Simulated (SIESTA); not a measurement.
C:

```
C
1.0
     2.52210    0.00000    0.00000
    -1.26105    2.18420    0.00000
     0.00000    0.00000    8.23710
C
8
Cartesian
  1.2611 0.7281 6.9501
  0.0000 1.4561 2.8315
  1.2611 0.7281 5.4056
  0.0000 1.4561 1.2870
  0.0000 0.0000 7.4649
  0.0000 0.0000 3.3463
  0.0000 0.0000 4.8908
  0.0000 0.0000 0.7722
```

This is a hexagonal form of diamond, not graphite.

Base run:

| Item | Value |
| --- | --- |
| Program | SIESTA 5.4.2 |
| Functional | PBE |
| Potentials or basis | PseudoDojo 0.4 standard (PBE files) |
| Basis | TZ (energy shift 0.002 Ry) |
| Grid cutoff | 500 Ry |
| Energy shift | 0.002 Ry |
| k mesh | 12 × 12 × 4 |
| Occupations | fermi-dirac, width 0.05 eV |
| Spin | no spin polarisation |

Its results: band gap on the k mesh 5.32 eV, direct; pressure 5.5 GPa; largest force 0.320 eV/Å.

Q: The run is repeated on the same cell with these changes: basis from TZ (energy shift 0.002 Ry) to DZ (energy shift 0.002 Ry). What comes out?

A: Band gap on the k mesh 5.51 eV, direct; pressure 12.5 GPa; largest force 0.373 eV/Å.

Caveats: the basis has no polarisation orbitals; the basis of atomic orbitals isn't converged, which shifts pressures, moduli and gaps.

Not every run made on this cell is shown here.
